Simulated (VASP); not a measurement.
# Li2S (Fm-3m) in VASP: notebook

The runs below take Li2S through single point, relaxation of cell and atoms, with PBE+D3(BJ).

Program: VASP 6.6.1. These are calculated values, not measurements. Logs are shortened: lines on timing, memory, paths and dates and some standing lists are left out, and cuts for length are marked.

## (1) The structure

The structure is cubic, space group Fm-3m (No. 225). The conventional cell has a = 5.706 Å, b = 5.706 Å, c = 5.706 Å, α = 90.00°, β = 90.00°, γ = 90.00°. Around Li (site symmetry -43m) lie 4 S at 2.47 Å. Around S (site symmetry m-3m) lie 8 Li at 2.47 Å.

## (2) Single point, PBE+D3(BJ) (relaxed again under DFT PBE+D3(BJ), scalar-relativistic, plane waves, PAW)

Contents of INCAR:

```
PREC = Accurate
ENCUT = 520
EDIFF = 1E-6
ISMEAR = 0
SIGMA = 0.02
LREAL = F
LASPH = T
NELM = 60
ALGO = Fast
ISIF = 2
LWAVE = F
LCHARG = F
GGA = PE
IVDW = 12
NBANDS = 13
```

Contents of KPOINTS:

```
regular mesh
0
Gamma
  8 8 8
```

Contents of POSCAR:

```
Li2S
1.0
    0.0000000000      2.7845816870      2.7845816870
    2.7845816870      0.0000000000      2.7845816870
    2.7845816870      2.7845816870      0.0000000000
Li S
2 1
Direct
    0.2500000000      0.2500000000      0.2500000000
    0.7500000000      0.7500000000      0.7500000000
    0.0000000000      0.0000000000      0.0000000000
```

Potentials or basis: VASP PAW PBE potentials, release 64 (Li_sv, S).

Started as:

```console
$ cat potpaw_PBE.64/Li_sv/POTCAR potpaw_PBE.64/S/POTCAR > POTCAR
$ mpirun -np 1 vasp_std > vasp.out
```

OUTCAR:

```text
PREC = Accurate
   ENCUT = 520
   EDIFF = 1E-6
   ISMEAR = 0
   LREAL = F
   LASPH = T
   NELM = 60
   ISIF = 2
   GGA = PE
   IVDW = 12
 IVDW          = 12

 ion  position               nearest neighbor table
   1  0.250  0.250  0.250-   3 2.41   3 2.41   3 2.41   3 2.41
   2  0.750  0.750  0.750-   3 2.41   3 2.41   3 2.41   3 2.41
   3  0.000  0.000  0.000-   1 2.41   2 2.41   2 2.41   2 2.41   2 2.41   1 2.41   1 2.41   1 2.41

  LATTYP: Found a face centered cubic cell.
 ALAT       =     5.5691633740

  Lattice vectors:

 A1 = (   0.0000000000,   2.7845816870,   2.7845816870)
 A2 = (   2.7845816870,   0.0000000000,   2.7845816870)
 A3 = (   2.7845816870,   2.7845816870,   0.0000000000)

Analysis of symmetry for initial positions (statically):
=====================================================================
 Subroutine PRICEL returns:
 Original cell was already a primitive cell.

 Routine SETGRP: Setting up the symmetry group for a
 face centered cubic supercell.

 Subroutine GETGRP returns: Found 48 space group operations
 (whereof 48 operations were pure point group operations)
 out of a pool of 48 trial point group operations.

The static configuration has the point symmetry O_h .

Analysis of symmetry for dynamics (positions and initial velocities):
=====================================================================
 Subroutine PRICEL returns:
 Original cell was already a primitive cell.

 Routine SETGRP: Setting up the symmetry group for a
 face centered cubic supercell.

 Subroutine GETGRP returns: Found 48 space group operations
 (whereof 48 operations were pure point group operations)
 out of a pool of 48 trial point group operations.

The dynamic configuration has the point symmetry O_h .

 Subroutine INISYM returns: Found 48 space group operations
 (whereof 48 operations are pure point group operations),
 and found     1 'primitive' translations

----------------------------------------------------------------------------------------

                                     Primitive cell

  volume of cell :      43.1827

  direct lattice vectors                    reciprocal lattice vectors
     0.000000000  2.784581687  2.784581687    -0.179560184  0.179560184  0.179560184
     2.784581687  0.000000000  2.784581687     0.179560184 -0.179560184  0.179560184
     2.784581687  2.784581687  0.000000000     0.179560184  0.179560184 -0.179560184

  length of vectors
     3.937993187  3.937993187  3.937993187     0.311007362  0.311007362  0.311007362

  position of ions in fractional coordinates (direct lattice)
     0.250000000  0.250000000  0.250000000
     0.750000000  0.750000000  0.750000000
     0.000000000  0.000000000  0.000000000

  ion indices of the primitive-cell ions
   primitive index   ion index
                 1           1
                 2           2
                 3           3

----------------------------------------------------------------------------------------

 KPOINTS: regular mesh

Automatic generation of k-mesh.
 Grid dimensions read from file:
 generate k-points for:    8    8    8

 Generating k-lattice:

  Cartesian coordinates                     Fractional coordinates (reciprocal lattice)
    -0.022445023  0.022445023  0.022445023     0.125000000  0.000000000  0.000000000
     0.022445023 -0.022445023  0.022445023     0.000000000  0.125000000  0.000000000
     0.022445023  0.022445023 -0.022445023     0.000000000  0.000000000  0.125000000

  Length of vectors
     0.038875920  0.038875920  0.038875920

  Shift w.r.t. Gamma in fractional coordinates (k-lattice)
     0.000000000  0.000000000  0.000000000

 Subroutine IBZKPT returns following result:
 ===========================================

 Found     29 irreducible k-points:

 Following reciprocal coordinates:
            Coordinates               Weight
  0.000000  0.000000  0.000000      1.000000
  0.125000  0.000000  0.000000      8.000000
  0.250000  0.000000  0.000000      8.000000
  0.375000  0.000000  0.000000      8.000000
  0.500000  0.000000  0.000000      4.000000
  0.125000  0.125000  0.000000      6.000000
[... 16 lines left out ...]
  0.500000  0.250000  0.125000     48.000000
 -0.375000  0.250000  0.125000     24.000000
 [... further k-points ...]
   k-points           NKPTS =     29   k-points in BZ     NKDIM =     29   number of bands    NBANDS=     13
   number of dos      NEDOS =    301   number of ions     NIONS =      3
   total plane-waves  NPLWV =  27000
   dimension x,y,z NGX =    30 NGY =   30 NGZ =   30
   dimension x,y,z NGXF=    60 NGYF=   60 NGZF=   60
   ions per type =               2   1
   NGX,Y,Z   is equivalent  to a cutoff of  12.66, 12.66, 12.66 a.u.
   NGXF,Y,Z  is equivalent  to a cutoff of  25.33, 25.33, 25.33 a.u.
 SYSTEM =  unknown system
   PREC   = accura    normal or accurate (medium, high low for compatibility)
   ISTART =      0    job   : 0-new  1-cont  2-samecut
   ICHARG =      2    charge: 1-file 2-atom 10-const
   ISPIN  =      1    spin polarized calculation?
   LNONCOLLINEAR =      F non collinear calculations
   LSORBIT =      F    spin-orbit coupling
   LASPH  =      T    aspherical Exc in radial PAW
   ENCUT  =  520.0 eV  38.22 Ry    6.18 a.u.   7.32  7.32  7.32*2*pi/ulx,y,z
   NELM   =     60;   NELMIN=  2; NELMDL= -5     # of ELM steps
   EDIFF  = 0.1E-05   stopping-criterion for ELM
   LREAL  =      F    real-space projection
   EDIFFG = 0.1E-04   stopping-criterion for IOM
   NSW    =      0    number of steps for IOM
   IBRION =     -1    ionic relax: 0-MD 1-quasi-New 2-CG
   NFREE  =      0    steps in history (QN), initial steepest desc. (CG)
   ISIF   =      2    stress and relaxation
   ISYM   =      2    0-nonsym 1-usesym 2-fastsym
   POTIM  = 0.5000    time-step for ionic-motion
   TEBEG  =    0.0;   TEEND  =   0.0 temperature during run
   PSTRESS=    0.0 pullay stress
   NELECT =      12.0000    total number of electrons
   NUPDOWN=      -1.0000    fix difference up-down
   EMIN   =  10.00;   EMAX   =-10.00  energy-range for DOS
   EFERMI =   0.00;   METHOD = LEGACY
   ISMEAR =     0;   SIGMA  =   0.02  broadening in eV -4-tet -1-fermi 0-gaus
   EFERMI_NEDOS =   21; number of points for ismear=-14 and -15
   IALGO  =     68    algorithm
   IMIX   =      4    mixing-type and parameters
     AMIX     =   0.40;   BMIX     =  1.00
     AMIX_MAG =   1.60;   BMIX_MAG =  1.00
  volume/ion in A,a.u.               =      14.39        97.14
  Fermi-wavevector in a.u.,A,eV,Ry     =   1.068313  2.018819 15.528237  1.141293
  Thomas-Fermi vector in A             =   2.203957
   LORBIT       =      0    0 simple, 1 ext, 2 COOP (PROOUT), +10 PAW based schemes
   GGA     = PE    functional components
   LHFCALC =     F    Hartree Fock is set to
   AEXX    =    0.0000 exact exchange contribution
   IVDW    =    12    specifies the selected vdW correction
   LEPSILON=     F    determine dielectric tensor
   LRPA    =     F    only Hartree local field effects (RPA)
 non-spin polarized calculation
 RMM-DIIS sequential band-by-band and
 Gauss-broadening in eV      SIGMA  =   0.02
  energy-cutoff  :      520.00
  volume of cell :       43.18
 maximum number of plane-waves:      1211
 NGX is ok and might be reduce to    30
   NGX = 15   NGY = 15   NGZ = 15

 number of electron      12.0000022 magnetization

 Free energy of the ion-electron system (eV)
  ---------------------------------------------------
  ext. energy  EPLUGINS =         0.00000000
  ---------------------------------------------------
  free energy    TOTEN  =       -11.96281271 eV

  energy without entropy =      -11.96281271  energy(sigma->0) =      -11.96281271

 E-fermi :   2.0834     XC(G=0):  -8.7694

 val. band max:        1.9025990636   @ k =   0.0000   0.0000   0.0000
 cond. band min:       5.2388962240   @ k =   0.5000   0.5000   0.0000
 fundamental gap:      3.3362971604
 Fermi energy:         2.0834442092

 k-point     1 :       0.0000    0.0000    0.0000
  band No.  band energies     occupation
      1     -42.1579      2.00000
      2     -42.1024      2.00000
      3      -9.3095      2.00000
      4       1.9026      2.00000
      5       1.9026      2.00000
      6       1.9026      2.00000
      7       6.5397      0.00000
      8       8.1574      0.00000
      9       8.1574      0.00000
     10       8.1574      0.00000
     11      13.2588      0.00000
     12      13.2588      0.00000
     13      14.6780      0.00000

 k-point     2 :       0.1250    0.0000    0.0000
  band No.  band energies     occupation
      1     -42.1556      2.00000
      2     -42.1041      2.00000
      3      -9.2465      2.00000
      4       1.2619      2.00000
      5       1.8047      2.00000
      6       1.8047      2.00000
      7       6.9640      0.00000
      8       8.4100      0.00000
      9       8.4101      0.00000
     10       8.5731      0.00000
     11      12.2879      0.00000
     12      12.2879      0.00000
     13      14.8607      0.00000

 k-point     3 :       0.2500    0.0000    0.0000
  band No.  band energies     occupation
      1     -42.1491      2.00000
      2     -42.1098      2.00000
      3      -9.0838      2.00000
      4       0.0877      2.00000
      5       1.5945      2.00000
      6       1.5945      2.00000
      7       7.5999      0.00000
      8       8.7502      0.00000
      9       8.7502      0.00000
     10       9.5591      0.00000
     11      11.9259      0.00000
     12      11.9259      0.00000
     13      15.3973      0.00000
[... 305 lines left out ...]
 k-point    23 :       0.5000    0.2500    0.1250
  band No.  band energies     occupation
      1     -42.1373      2.00000
      2     -42.1201      2.00000
      3      -8.8121      2.00000
      4      -0.6288      2.00000
      5       0.5725      2.00000
      6       1.0698      2.00000
      7       7.7451      0.00000
      8       8.8913      0.00000
      9      10.0977      0.00000
     10      10.5869      0.00000
     11      12.2385      0.00000
     12      14.7210      0.00000
     13      16.0791      0.00000

 k-point    24 :      -0.3750    0.2500    0.1250
  band No.  band energies     occupation
      1     -42.1286      2.00000
      2     -42.1286      2.00000
      3      -8.7462      2.00000
      4      -0.8843      2.00000
      5       0.5575      2.00000
      6       0.9057      2.00000
      7       7.8405      0.00000
      8       8.7782      0.00000
      9      10.5169      0.00000
     10      11.2049      0.00000
     11      12.5586      0.00000
     12      13.9871      0.00000
     13      15.6864      0.00000

 [... further k-points ...]

------------------------ aborting loop because EDIFF is reached ----------------------------------------

 Edisp (eV)   -0.84791

 E8    (eV) :    -0.3343

  FORCE on cell =-STRESS in cart. coord.  units (eV):
  Direction    XX          YY          ZZ          XY          YZ          ZX
  --------------------------------------------------------------------------------------
  -------------------------------------------------------------------------------------
  Total      -0.02415    -0.02415    -0.02415    -0.00000     0.00000     0.00000
  in kB      -0.89606    -0.89606    -0.89606    -0.00000     0.00000     0.00000
  external pressure =       -0.90 kB  Pullay stress =        0.00 kB

 VOLUME and BASIS-vectors are now :
 -----------------------------------------------------------------------------
  energy-cutoff  :      520.00
  volume of cell :       43.18
      direct lattice vectors                 reciprocal lattice vectors
     0.000000000  2.784581687  2.784581687    -0.179560184  0.179560184  0.179560184
     2.784581687  0.000000000  2.784581687     0.179560184 -0.179560184  0.179560184
     2.784581687  2.784581687  0.000000000     0.179560184  0.179560184 -0.179560184

 POSITION                                       TOTAL-FORCE (eV/Angst)
 -----------------------------------------------------------------------------------
      1.39229      1.39229      1.39229         0.000000      0.000000      0.000000
      4.17687      4.17687      4.17687         0.000000     -0.000000      0.000000
      0.00000      0.00000      0.00000        -0.000000     -0.000000     -0.000000
 -----------------------------------------------------------------------------------
    total drift:                                0.000000     -0.000000      0.000000

  FREE ENERGIE OF THE ION-ELECTRON SYSTEM (eV)
  ---------------------------------------------------
  free  energy   TOTEN  =       -12.8107216106 eV

  energy  without entropy=      -12.8107216106  energy(sigma->0) =      -12.81072161
```

Wall time 12 s (1 thread of Intel Xeon 6975P-C (Granite Rapids), shared host); peak memory 0.17 GiB.

What came out:

- Free energy: -12.8107 eV
- Band gap on the k mesh: 3.34 eV, indirect (least direct gap 4.64 eV)
- Dispersion energy per atom: -0.283 eV

Levels at points of the mesh, in eV from the valence-band top:
```csv
k point,band 2,band 3,band 4,band 5,band 6,band 7,band 8,band 9,band 10,band 11
"(0.00, 0.00, 0.00)",-44.01,-11.21,0.00,0.00,0.00,4.64,6.25,6.25,6.25,11.36
"(0.50, 0.00, 0.00)",-44.03,-10.72,-3.10,-0.56,-0.56,6.44,6.60,6.60,8.76,13.29
"(0.50, 0.50, 0.00)",-44.02,-10.58,-2.31,-1.56,-1.56,3.34,7.28,11.60,11.60,12.78
```

Caveat: the cutoff is under 1.25 times the usual one of these potentials, so pressure, stress and relaxed cells hold a basis-set (Pulay) error.

[end of part 1 of 2]
